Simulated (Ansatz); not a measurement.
## CaSe in Ansatz: the effect of functional

CaSe:

```xyz
2
Lattice="0.0000 2.8957 2.8957 2.8957 0.0000 2.8957 2.8957 2.8957 0.0000" Properties=species:S:1:pos:R:3 pbc="T T T"
Se    2.8957    2.8957    2.8957
Ca    0.0000    0.0000    0.0000
```

The cell isn't the ideal one: volume scaled by 0.94.

Alike in all runs:

- Program: Ansatz 0.2.0
- Task: single point
- Potentials or basis: Ansatz PAW
- k mesh: 8 × 8 × 8
- Occupations: fermi-dirac, width 0.05 eV
- Spin: no spin polarisation

```tsv
functional	cutoff	gap on the mesh (eV)	pressure (GPa)
LDA	420 eV (not typed: the program's choice for these potentials)	1.72	0.0
PBEsol	420 eV (not typed: the program's choice for these potentials)	1.77	2.2
r2SCAN	500 eV (not typed: the program's choice for these potentials)	?	?
```

What does the run with functional r2SCAN give?

gap on the mesh 2.33 eV; pressure 4.4 GPa.

Caveats: the PAW data sets come from PBE, with cores solved anew for the run's functional, which leaves a small shift of forces and pressure.

A k mesh can miss the band edges.
